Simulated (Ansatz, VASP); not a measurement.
**Two plane-wave programs on Ti**

INCAR

```
ALGO = Normal
EDIFF = 1E-7
ENCUT = 520
GGA = PS
ISIF = 2
ISMEAR = -1
LASPH = True
LCHARG = False
LREAL = False
LWAVE = False
NBANDS = 19
NELM = 80
PREC = Accurate
SIGMA = 0.05
```

The input KPOINTS:

```
k-points
0
Gamma
  10 10 6
```

Contents of POSCAR:

```
Ti
1.0
    2.9101302477      0.0000000000      0.0000000000
   -1.4550651239      2.5202467229      0.0000000000
    0.0000000000      0.0000000000      4.6167490031
Ti
2
Direct
    0.6666666667      0.3333333333      0.7500000000
    0.3333333333      0.6666666667      0.2500000000
```

The input input.yaml:

```yaml
crystal:
  lattice:
    - [2.9101302477, 0.0, 0.0]
    - [-1.4550651239, 2.5202467229, 0.0]
    - [0.0, 0.0, 4.6167490031]
  atoms:
    - { symbol: Ti, position: [0.6666666667, 0.3333333333, 0.75] }
    - { symbol: Ti, position: [0.3333333333, 0.6666666667, 0.25] }
hamiltonian:
  xc: pbesol
  pseudopotentials: { kind: paw }
kpoints:
  mp_grid: { grid: [10, 10, 6] }
scf:
  occupations: { method: fermi_dirac, width: 0.05 }
output:
  forces: true
  stress: true
  eigenvalues: true
```

Change from the starting cell: volume scaled by 0.96.

Alike in both runs: task single point; functional PBEsol; k mesh 10 × 10 × 6; occupations fermi-dirac, width 0.05 eV; no spin polarisation.

```csv
,VASP,Ansatz
version,VASP 6.6.1,Ansatz 0.2.0
potentials or method,"VASP PAW PBE potentials, release 64 (Ti_sv)",Ansatz PAW
plane-wave cutoff (eV),520,420
valence electrons in the cell,24,24
```

Ansatz gave:

```
gap on the k mesh at the Fermi level (eV)       : none
pressure (GPa)                                  : -1.4
largest component of the traceless stress (GPa) : 0.38
```

Estimate VASP's values.

gap on the k mesh at the Fermi level (eV): none; pressure (GPa): -1.7; largest component of the traceless stress (GPa): 0.38.

A gap of «none» marks a metal or a gap that the smearing closes. With one functional, cell and mesh, what is left measures potentials, basis and numerics.

Caveats: the PAW data sets were made with another functional, which shifts forces and pressure a little (VASP); the PAW data sets come from PBE, with cores solved anew for the run's functional, which leaves a small shift of forces and pressure (Ansatz).
